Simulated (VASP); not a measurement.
# CsSnI3 (Pm-3m) in VASP: notebook

Aim: see how the results for CsSnI3 move with the level of theory and the settings. Levels: RPBE, RPBE+D3, RPBE+D3(BJ). Tasks: relaxation of cell and atoms.

Program: VASP 6.6.1. These are calculated values, not measurements. Logs are shortened: lines on timing, memory, paths and dates and some standing lists are left out, and cuts for length are marked.

### 1 The crystal as given

Symmetry: Pm-3m, No. 221, cubic system. The conventional cell has a = 6.206 Å, b = 6.206 Å, c = 6.206 Å, α = 90.00°, β = 90.00°, γ = 90.00°. Around Cs (site symmetry m-3m) lie 12 I at 4.39 Å. I (site symmetry 4/mmm) is surrounded by 2 Sn at 3.10 Å. Around Sn (site symmetry m-3m) lie 6 I at 3.10 Å.

### 2 Relaxation of cell and atoms, RPBE

File INCAR:

```
PREC = Accurate
ENCUT = 600
EDIFF = 1E-6
ISMEAR = -1
SIGMA = 0.05
LREAL = F
LASPH = T
NELM = 100
ALGO = Fast
ISIF = 3
LWAVE = F
LCHARG = F
GGA = RP
IBRION = 2
NSW = 60
EDIFFG = -0.005
```

File KPOINTS:

```
Automatic mesh
0
Gamma
  4 4 4
```

File POSCAR:

```
CsSnI3
1.0
    6.2057000000      0.0000000000      0.0000000000
    0.0000000000      6.2057000000      0.0000000000
    0.0000000000      0.0000000000      6.2057000000
Cs I Sn
1 3 1
Direct
    0.0000000000      0.0000000000      0.0000000000
    0.5000000000      0.5000000000      0.0000000000
    0.5000000000      0.0000000000      0.5000000000
    0.0000000000      0.5000000000      0.5000000000
    0.5000000000      0.5000000000      0.5000000000
```

Potentials or basis: VASP PAW PBE potentials, release 64 (Cs_sv, I, Sn_d).

Command:

```bash
$ cat potpaw_PBE.64/Cs_sv/POTCAR potpaw_PBE.64/I/POTCAR potpaw_PBE.64/Sn_d/POTCAR > POTCAR
$ mpirun -np 1 vasp_std > vasp.out
```

OUTCAR:

```text
PREC = Accurate
   ENCUT = 600
   EDIFF = 1E-6
   ISMEAR = -1
   LREAL = F
   LASPH = T
   NELM = 100
   ISIF = 3
   GGA = RP
   IBRION = 2
   NSW = 60
   EDIFFG = -0.005

 ion  position               nearest neighbor table
   1  0.000  0.000  0.000-
   2  0.500  0.500  0.000-   5 3.10   5 3.10
   3  0.500  0.000  0.500-   5 3.10   5 3.10
   4  0.000  0.500  0.500-   5 3.10   5 3.10
   5  0.500  0.500  0.500-   2 3.10   3 3.10   4 3.10   2 3.10   3 3.10   4 3.10

  LATTYP: Found a simple cubic cell.
 ALAT       =     6.2057000000

  Lattice vectors:

 A1 = (   6.2057000000,   0.0000000000,   0.0000000000)
 A2 = (   0.0000000000,   6.2057000000,   0.0000000000)
 A3 = (   0.0000000000,   0.0000000000,   6.2057000000)

Analysis of symmetry for initial positions (statically):
=====================================================================
 Subroutine PRICEL returns:
 Original cell was already a primitive cell.

 Routine SETGRP: Setting up the symmetry group for a
 simple cubic supercell.

 Subroutine GETGRP returns: Found 48 space group operations
 (whereof 48 operations were pure point group operations)
 out of a pool of 48 trial point group operations.

The static configuration has the point symmetry O_h .

Analysis of symmetry for dynamics (positions and initial velocities):
=====================================================================
 Subroutine PRICEL returns:
 Original cell was already a primitive cell.

 Routine SETGRP: Setting up the symmetry group for a
 simple cubic supercell.

 Subroutine GETGRP returns: Found 48 space group operations
 (whereof 48 operations were pure point group operations)
 out of a pool of 48 trial point group operations.

The dynamic configuration has the point symmetry O_h .

 Subroutine INISYM returns: Found 48 space group operations
 (whereof 48 operations are pure point group operations),
 and found     1 'primitive' translations

----------------------------------------------------------------------------------------

                                     Primitive cell

  volume of cell :     238.9859

  direct lattice vectors                    reciprocal lattice vectors
     6.205700000  0.000000000  0.000000000     0.161142176  0.000000000  0.000000000
     0.000000000  6.205700000  0.000000000     0.000000000  0.161142176  0.000000000
     0.000000000  0.000000000  6.205700000     0.000000000  0.000000000  0.161142176

  length of vectors
     6.205700000  6.205700000  6.205700000     0.161142176  0.161142176  0.161142176

  position of ions in fractional coordinates (direct lattice)
     0.000000000  0.000000000  0.000000000
     0.500000000  0.500000000  0.000000000
     0.500000000  0.000000000  0.500000000
     0.000000000  0.500000000  0.500000000
     0.500000000  0.500000000  0.500000000

  ion indices of the primitive-cell ions
   primitive index   ion index
                 1           1
                 2           2
                 3           3
                 4           4
                 5           5

----------------------------------------------------------------------------------------

 KPOINTS: Automatic mesh

Automatic generation of k-mesh.
 Grid dimensions read from file:
 generate k-points for:    4    4    4

 Generating k-lattice:

  Cartesian coordinates                     Fractional coordinates (reciprocal lattice)
     0.040285544  0.000000000  0.000000000     0.250000000  0.000000000  0.000000000
     0.000000000  0.040285544  0.000000000     0.000000000  0.250000000  0.000000000
     0.000000000  0.000000000  0.040285544     0.000000000  0.000000000  0.250000000

  Length of vectors
     0.040285544  0.040285544  0.040285544

  Shift w.r.t. Gamma in fractional coordinates (k-lattice)
     0.000000000  0.000000000  0.000000000

 Subroutine IBZKPT returns following result:
 ===========================================

 Found     10 irreducible k-points:

 Following reciprocal coordinates:
            Coordinates               Weight
  0.000000  0.000000  0.000000      1.000000
  0.250000  0.000000  0.000000      6.000000
  0.500000  0.000000  0.000000      3.000000
  0.250000  0.250000  0.000000     12.000000
  0.500000  0.250000  0.000000     12.000000
  0.500000  0.500000  0.000000      3.000000
  0.250000  0.250000  0.250000      8.000000
  0.500000  0.250000  0.250000     12.000000
  0.500000  0.500000  0.250000      6.000000
  0.500000  0.500000  0.500000      1.000000
   k-points           NKPTS =     10   k-points in BZ     NKDIM =     10   number of bands    NBANDS=     26
   number of dos      NEDOS =    301   number of ions     NIONS =      5
   total plane-waves  NPLWV = 125000
   dimension x,y,z NGX =    50 NGY =   50 NGZ =   50
   dimension x,y,z NGXF=   100 NGYF=  100 NGZF=  100
   ions per type =               1   3   1
   NGX,Y,Z   is equivalent  to a cutoff of  13.39, 13.39, 13.39 a.u.
   NGXF,Y,Z  is equivalent  to a cutoff of  26.79, 26.79, 26.79 a.u.
 SYSTEM =  unknown system
   PREC   = accura    normal or accurate (medium, high low for compatibility)
   ISTART =      0    job   : 0-new  1-cont  2-samecut
   ICHARG =      2    charge: 1-file 2-atom 10-const
   ISPIN  =      1    spin polarized calculation?
   LNONCOLLINEAR =      F non collinear calculations
   LSORBIT =      F    spin-orbit coupling
   LASPH  =      T    aspherical Exc in radial PAW
   ENCUT  =  600.0 eV  44.10 Ry    6.64 a.u.  12.39 12.39 12.39*2*pi/ulx,y,z
   NELM   =    100;   NELMIN=  2; NELMDL= -5     # of ELM steps
   EDIFF  = 0.1E-05   stopping-criterion for ELM
   LREAL  =      F    real-space projection
   EDIFFG = -.5E-02   stopping-criterion for IOM
   NSW    =     60    number of steps for IOM
   IBRION =      2    ionic relax: 0-MD 1-quasi-New 2-CG
   NFREE  =      1    steps in history (QN), initial steepest desc. (CG)
   ISIF   =      3    stress and relaxation
   ISYM   =      2    0-nonsym 1-usesym 2-fastsym
   POTIM  = 0.5000    time-step for ionic-motion
   TEBEG  =    0.0;   TEEND  =   0.0 temperature during run
   PSTRESS=    0.0 pullay stress
   NELECT =      44.0000    total number of electrons
   NUPDOWN=      -1.0000    fix difference up-down
   EMIN   =  10.00;   EMAX   =-10.00  energy-range for DOS
   EFERMI =   0.00;   METHOD = LEGACY
   ISMEAR =    -1;   SIGMA  =   0.05  broadening in eV -4-tet -1-fermi 0-gaus
   EFERMI_NEDOS =   21; number of points for ismear=-14 and -15
   IALGO  =     68    algorithm
   IMIX   =      4    mixing-type and parameters
     AMIX     =   0.40;   BMIX     =  1.00
     AMIX_MAG =   1.60;   BMIX_MAG =  1.00
  volume/ion in A,a.u.               =      47.80       322.55
  Fermi-wavevector in a.u.,A,eV,Ry     =   0.931326  1.759950 11.801253  0.867368
  Thomas-Fermi vector in A             =   2.057807
   LORBIT       =      0    0 simple, 1 ext, 2 COOP (PROOUT), +10 PAW based schemes
   GGA     = RP    functional components
   LHFCALC =     F    Hartree Fock is set to
   AEXX    =    0.0000 exact exchange contribution
   IVDW    =     0    specifies the selected vdW correction
   LEPSILON=     F    determine dielectric tensor
   LRPA    =     F    only Hartree local field effects (RPA)
 conjugate gradient relaxation of ions
 non-spin polarized calculation
 RMM-DIIS sequential band-by-band and
  energy-cutoff  :      600.00
  volume of cell :      238.99
 maximum number of plane-waves:      8025
 NGX is ok and might be reduce to    50
   NGX = 25   NGY = 25   NGZ = 25

--------------------------------------- Ionic step        1  -------------------------------------------

 number of electron      43.9999989 magnetization

 Free energy of the ion-electron system (eV)
  ---------------------------------------------------
  ext. energy  EPLUGINS =         0.00000000
  ---------------------------------------------------
  free energy    TOTEN  =       -12.78530920 eV

  energy without entropy =      -12.78442597  energy(sigma->0) =      -12.78486758

------------------------ aborting loop because EDIFF is reached ----------------------------------------

  FORCE on cell =-STRESS in cart. coord.  units (eV):
  Direction    XX          YY          ZZ          XY          YZ          ZX
  --------------------------------------------------------------------------------------
  -------------------------------------------------------------------------------------
  Total        2.8441986      2.8441986      2.8441986      0.0000000      0.0000000     -0.0000000
  in kB       19.0676938     19.0676938     19.0676938      0.0000000      0.0000000     -0.0000000
  external PRESSURE =      19.0676938 kB  Pullay stress =       0.0000000 kB
[... 63 lines left out ...]
  energy  without entropy=      -12.9275817639  energy(sigma->0) =      -12.92760862

--------------------------------------- Ionic step        3  -------------------------------------------

 number of electron      43.9999989 magnetization

 Free energy of the ion-electron system (eV)
  ---------------------------------------------------
  ext. energy  EPLUGINS =         0.00000000
  ---------------------------------------------------
  free energy    TOTEN  =       -12.93940565 eV

  energy without entropy =      -12.93938593  energy(sigma->0) =      -12.93939579

 E-fermi :   2.0987     XC(G=0):  -6.8052

 val. band max:        1.7355295622   @ k =   0.5000   0.5000   0.5000
 cond. band min:       2.5209811432   @ k =   0.5000   0.5000   0.5000
 fundamental gap:      0.7854515810
 Fermi energy:         2.0987358235

 k-point     1 :       0.0000    0.0000    0.0000
  band No.  band energies     occupation
      1     -20.2485      2.00000
      2     -20.1917      2.00000
      3     -20.1917      2.00000
      4     -20.1869      2.00000
      5     -20.1869      2.00000
      6     -20.1869      2.00000
[... 311 lines left out ...]
  FREE ENERGIE OF THE ION-ELECTRON SYSTEM (eV)
  ---------------------------------------------------
  free  energy   TOTEN  =       -12.9394056544 eV

  energy  without entropy=      -12.9393859344  energy(sigma->0) =      -12.93939579

 reached required accuracy - stopping structural energy minimisation
```

It took 2.7 min on 1 thread of AMD EPYC 9R45 (Zen 5), shared host; peak memory 0.39 GiB.

What came out:

```yaml
Free_energy: -12.9394 eV
Relaxed_volume: 53.46 Å³/atom
Relaxed_cell: a = 6.442 Å, b = 6.442 Å, c = 6.442 Å, α = 90.00°, β = 90.00°, γ = 90.00°
Space_group_after_relaxing_to_0.05_Å: Pm-3m (No. 221)
Energy_gained_by_relaxing: 30.8 meV/atom
Ionic_steps: 3
Pressure_after_relaxing: 0.0 GPa
Band_gap_on_the_k_mesh: 0.79 eV, direct
```

Step by step:
```csv
step,energy change (eV),largest force (eV/Å),pressure (GPa),volume (Å³)
1,0.0000,0.0000,1.91,238.99
2,-0.1423,0.0000,0.43,259.21
3,-0.1541,0.0000,0.00,267.32
```

Final structure:
```xyz
5
Lattice="6.4419 0.0000 0.0000 0.0000 6.4419 0.0000 0.0000 0.0000 6.4419" Properties=species:S:1:pos:R:3 pbc="T T T"
Cs    0.0000    0.0000    0.0000
I     3.2209    3.2209    0.0000
I     3.2209    0.0000    3.2209
I     0.0000    3.2209    3.2209
Sn    3.2209    3.2209    3.2209
```

Levels at points of the mesh, in eV from the valence-band top:
| k point | band 18 | band 19 | band 20 | band 21 | band 22 | band 23 | band 24 | band 25 | band 26 |
| --- | --- | --- | --- | --- | --- | --- | --- | --- | --- |
| (0.00, 0.00, 0.00) | -1.68 | -1.68 | -1.58 | -1.58 | -1.58 | 2.91 | 3.95 | 3.95 | 4.25 |
| (0.50, 0.00, 0.00) | -1.88 | -1.79 | -1.66 | -1.66 | -1.22 | 1.44 | 4.23 | 4.26 | 4.32 |
| (0.50, 0.50, 0.00) | -1.93 | -1.92 | -1.92 | -1.23 | -0.60 | 1.15 | 1.15 | 4.00 | 4.79 |
| (0.50, 0.50, 0.50) | -1.92 | -1.22 | -1.22 | -1.22 | 0.00 | 0.79 | 0.79 | 0.79 | 3.75 |

Caveat: the PAW data sets were made with another functional, which shifts forces and pressure a little; spin-orbit coupling is left out, which moves the levels of the heavy elements.

(Part 1 of 2 ends here.)
